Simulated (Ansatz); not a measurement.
# BiTe: phonons across the zone at 1.02 times its equilibrium volume

These are results of DFT PBEsol, scalar-relativistic, plane waves, PAW in Ansatz, not measurements. Settings: 420 eV plane-wave cutoff, Γ-centred 12×12×12 mesh, Fermi-Dirac smearing of 0.15 eV. No spin polarisation. Phonons by linear response, acoustic sum rule imposed.

The cell, relaxed in shape and atoms at 1.02 times its equilibrium volume:
```xyz
2
Lattice="0.0000 3.2218 3.2218 3.2218 0.0000 3.2218 3.2218 3.2218 0.0000" Properties=species:S:1:pos:R:3 pbc="T T T"
Bi    0.0000    0.0000    0.0000
Te    3.2218    3.2218    3.2218
```

In a metal, frequencies and elastic constants depend on the k mesh and the smearing, soft modes and shear constants most. Some empty bands missed the eigensolver's threshold. Spin–orbit coupling is left out, which matters for heavy elements. The q mesh is coarse, so values between its points are rough.

Force constants from linear response on a 2×2×2 q mesh.

Path: Γ–X–U | K–Γ–L–W–X. Distance along the path (Å⁻¹), then the branches (cm⁻¹, negative for imaginary):
```
0.000  0 0 0 91 91 91
0.122  14 14 18 91 91 91
0.244  26 26 34 90 92 92
0.366  35 35 47 86 90 90
0.488  39 39 55 80 87 87
0.609  38 38 60 70 80 80
0.731  31 31 55 62 72 72
0.853  20 20 41 62 66 66
0.975  12 12 34 62 63 63
1.018  13 14 34 62 63 64
1.061  16 19 35 63 63 64
1.104  20 25 37 63 64 65
1.147  25 31 40 64 65 66
1.191  30 37 42 64 66 68
1.234  34 44 45 64 68 69
1.277  39 47 50 64 70 71
1.320  43 50 55 64 72 73
1.320  43 50 55 64 72 73
1.449  53 54 66 68 78 80
1.578  56 56 72 73 86 86
1.708  54 54 72 78 91 91
1.837  48 49 65 83 93 94
1.966  39 41 54 87 93 94
2.096  28 29 38 89 92 93
2.225  14 15 20 90 91 92
2.354  0 0 0 91 91 91
2.460  12 12 17 91 91 92
2.565  24 24 32 90 90 93
2.671  34 34 47 90 90 96
2.776  44 44 60 90 90 99
2.882  51 51 71 89 89 102
2.987  57 57 79 88 88 104
3.093  61 61 84 88 88 105
3.199  62 62 86 88 88 106
3.285  62 62 84 87 88 104
3.371  61 61 81 84 87 101
3.457  59 60 76 79 84 96
3.543  57 58 71 74 82 89
3.630  54 55 66 69 78 82
3.716  51 52 62 65 75 76
3.802  48 48 60 61 73 73
3.888  47 47 59 59 72 72
3.949  46 48 56 62 71 72
4.010  43 47 51 63 70 71
4.071  38 45 45 64 68 69
4.132  33 38 43 64 66 68
4.193  27 30 40 64 65 66
4.254  20 22 37 63 64 65
4.315  14 15 34 62 63 64
4.376  12 12 34 62 63 63
```

Cost: 1 run of about 3.6 core-minutes, on AMD EPYC 7B13 (Zen 3) (shared hosts).